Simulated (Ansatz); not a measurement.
Set up this calculation in Ansatz 0.2.0, as the native input.

| Quantity | Value |
| --- | --- |
| Task | single point |
| Functional | PBE |
| Potentials or basis | Ansatz PAW |
| Cutoff | 420 eV (not typed: the program's choice for these potentials) |
| k mesh | 8 × 8 × 8 |
| Occupations | gaussian, width 0.023 eV |
| Spin | no spin polarisation |

CaF2 (Fluorite):

```
Ca F
1.0
     0.00000    2.73100    2.73100
     2.73100    0.00000    2.73100
     2.73100    2.73100    0.00000
Ca F
1 2
Direct
  0.00000 0.00000 0.00000
  0.75000 0.75000 0.75000
  0.25000 0.25000 0.25000
```

The input as run:

input.yaml

```yaml
crystal:
  lattice:
    - [0.0, 2.731, 2.731]
    - [2.731, 0.0, 2.731]
    - [2.731, 2.731, 0.0]
  atoms:
    - { symbol: Ca, position: [0.0, 0.0, 0.0] }
    - { symbol: F, position: [0.75, 0.75, 0.75] }
    - { symbol: F, position: [0.25, 0.25, 0.25] }
hamiltonian:
  xc: pbe
  pseudopotentials: { kind: paw }
kpoints:
  mp_grid: { grid: [8, 8, 8] }
scf:
  occupations: { method: gaussian, width: 0.023 }
output:
  forces: true
  stress: true
  eigenvalues: true
```

Potentials or basis: Ansatz PAW.

The run is started by

```console
$ ansatz run input.yaml --threads 2 --pin off --max-ram 5632MiB --backend cpu --events-out ev --progress --plain --runs-dir out
```

Results of the run:

```
Pressure               : 2.2 GPa
Band gap on the k mesh : 7.30 eV, indirect (least direct gap 7.56 eV)
```

Caveat: the pressure holds a Pulay correction of +0.6 GPa for the finite cutoff.

Run time: 0.68 s on 2 threads of Arm Neoverse V2, with other jobs on the host, peak memory 0.28 GiB.
